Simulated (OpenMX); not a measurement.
# PbS (Galena) (Fm-3m) in OpenMX: notebook, part 2 of 2

OpenMX 3.8.5.

## Step 6: Single point, PBE, 25.04 Å³/atom (volume scaled by 0.96)

Input file PbS.dat:

```
System.CurrrentDirectory             ./
System.Name                          PbS
DATA.PATH                            ./DFT_DATA13
level.of.stdout                      1
level.of.fileout                     0
Species.Number                       2
<Definition.of.Atomic.Species
  Pb  Pb8.0-s3p2d2           Pb_PBE13
  S   S7.0-s2p2d1            S_PBE13
Definition.of.Atomic.Species>

Atoms.Number                         2
Atoms.SpeciesAndCoordinates.Unit     FRAC
<Atoms.SpeciesAndCoordinates
    1  Pb    0.0000000000    0.0000000000    0.0000000000   7.000  7.000
    2  S     0.5000000000    0.5000000000    0.5000000000   3.000  3.000
Atoms.SpeciesAndCoordinates>

Atoms.UnitVectors.Unit               Ang
<Atoms.UnitVectors
     0.0000000000    2.9256673838    2.9256673838
     2.9256673838    0.0000000000    2.9256673838
     2.9256673838    2.9256673838    0.0000000000
Atoms.UnitVectors>

scf.XcType                           GGA-PBE
scf.SpinPolarization                 off
scf.ElectronicTemperature            580.226
scf.maxIter                          100
scf.EigenvalueSolver                 band
scf.Kgrid                            9 9 9
scf.Mixing.Type                      rmm-diisk
scf.Init.Mixing.Weight               0.05
scf.Min.Mixing.Weight                0.001
scf.Max.Mixing.Weight                0.3
scf.Mixing.History                   25
scf.Mixing.StartPulay                8
scf.criterion                        1.0e-8
MD.Type                              nomd
scf.Ngrid                            45 45 45
scf.energycutoff                     500.0
```

Potentials or basis: OpenMX 2013 PBE set, Pb8.0-s3p2d2, S7.0-s2p2d1, fixed grid of 45 × 45 × 45 points.

Command:

```sh
$ openmx PbS.dat -nt 1 > PbS.std
```

It took 61 s on 1 thread of AMD EPYC 9R45 (Zen 5), shared host; peak memory 1 GiB.

Results (log left out):

```
Free energy      : -2052.5966 eV
Mulliken charges : Pb +0.22; S -0.22 e
```

Caveat: the basis has few d functions beyond the semicore shells, which can make volumes several per cent too large; Mulliken charges move with the basis; this odd mesh misses L, where the gap lies, so gap, dielectric constants and Born charges aren't listed; the basis of atomic orbitals isn't converged, which shifts pressures, moduli and gaps.

## Step 7: Single point, PBE, 27.13 Å³/atom (volume scaled by 1.04)

PbS.dat: that of step 6 with these lines changed.

```diff
@@ -20,5 +20,5 @@
 <Atoms.UnitVectors
-     0.0000000000    2.9256673838    2.9256673838
-     2.9256673838    0.0000000000    2.9256673838
-     2.9256673838    2.9256673838    0.0000000000
+     0.0000000000    3.0047775019    3.0047775019
+     3.0047775019    0.0000000000    3.0047775019
+     3.0047775019    3.0047775019    0.0000000000
 Atoms.UnitVectors>
```

Command:

```sh
$ openmx PbS.dat -nt 1 > PbS.std
```

Run time: 54 s. Hardware: 1 thread of AMD EPYC 9R45 (Zen 5), shared host; peak memory 0.93 GiB.

The run converged. Its results:

| Property | Result |
| --- | --- |
| Free energy | -2052.6816 eV |
| Mulliken charges | Pb +0.21; S -0.21 e |

Caveat: the basis has few d functions beyond the semicore shells, which can make volumes several per cent too large; Mulliken charges move with the basis; this odd mesh misses L, where the gap lies, so gap, dielectric constants and Born charges aren't listed; the basis of atomic orbitals isn't converged, which shifts pressures, moduli and gaps.

## Step 8: Single point, PBE, 24.52 Å³/atom (volume scaled by 0.94)

PbS.dat: that of step 7 with these lines changed.

```diff
@@ -20,5 +20,5 @@
 <Atoms.UnitVectors
-     0.0000000000    3.0047775019    3.0047775019
-     3.0047775019    0.0000000000    3.0047775019
-     3.0047775019    3.0047775019    0.0000000000
+     0.0000000000    2.9052075019    2.9052075019
+     2.9052075019    0.0000000000    2.9052075019
+     2.9052075019    2.9052075019    0.0000000000
 Atoms.UnitVectors>
```

Command:

```sh
$ openmx PbS.dat -nt 1 > PbS.std
```

Run time: 63 s. Hardware: 1 thread of AMD EPYC 9R45 (Zen 5), shared host; peak memory 1 GiB.

The run converged. Its results:

```yaml
Free_energy: -2052.5521 eV
Mulliken_charges: Pb +0.22; S -0.22 e
```

Caveat: the basis has few d functions beyond the semicore shells, which can make volumes several per cent too large; Mulliken charges move with the basis; this odd mesh misses L, where the gap lies, so gap, dielectric constants and Born charges aren't listed; the basis of atomic orbitals isn't converged, which shifts pressures, moduli and gaps.

## Step 9: Single point, PBE, 27.65 Å³/atom (volume scaled by 1.06)

PbS.dat: that of step 8 with these lines changed.

```diff
@@ -20,5 +20,5 @@
 <Atoms.UnitVectors
-     0.0000000000    2.9052075019    2.9052075019
-     2.9052075019    0.0000000000    2.9052075019
-     2.9052075019    2.9052075019    0.0000000000
+     0.0000000000    3.0239167281    3.0239167281
+     3.0239167281    0.0000000000    3.0239167281
+     3.0239167281    3.0239167281    0.0000000000
 Atoms.UnitVectors>
```

Potentials or basis: OpenMX 2013 PBE set, Pb8.0-s3p2d2, S7.0-s2p2d1, fixed grid of 45 × 45 × 45 points.

Command:

```sh
$ openmx PbS.dat -nt 1 > PbS.std
```

Run time: 53 s. Hardware: 1 thread of AMD EPYC 9R45 (Zen 5), shared host; peak memory 0.92 GiB.

The run converged. Its results:

```
Free energy      : -2052.6835 eV
Mulliken charges : Pb +0.21; S -0.21 e
```

Caveat: the basis has few d functions beyond the semicore shells, which can make volumes several per cent too large; Mulliken charges move with the basis; this odd mesh misses L, where the gap lies, so gap, dielectric constants and Born charges aren't listed; the basis of atomic orbitals isn't converged, which shifts pressures, moduli and gaps.

## Step 10: Equation of state, PBE

Potentials or basis: OpenMX 2013 PBE set, Pb8.0-s3p2d2, S7.0-s2p2d1, fixed grid of 45 × 45 × 45 points.

No new run: the results of the series are fitted here.

Results:

| Item | Value |
| --- | --- |
| Equilibrium volume | 27.54 Å³/atom |
| Bulk modulus | 53 GPa |
| Pressure derivative of the bulk modulus | 3.9 |

Energy against volume, from the lowest point:
```tsv
volume (Å³/atom)	energy (meV/atom)
24.521	65.71
25.042	43.43
25.564	26.24
26.086	13.68
26.607	5.41
27.129	0.94
27.651	0.00
```

Caveat: the basis has few d functions beyond the semicore shells, which can make volumes several per cent too large; this odd mesh misses L, where the gap lies, so gap, dielectric constants and Born charges aren't listed; volumes in these bases differ from converged ones by about 1 %, for some elements by several; the basis of atomic orbitals isn't converged, which shifts pressures, moduli and gaps.
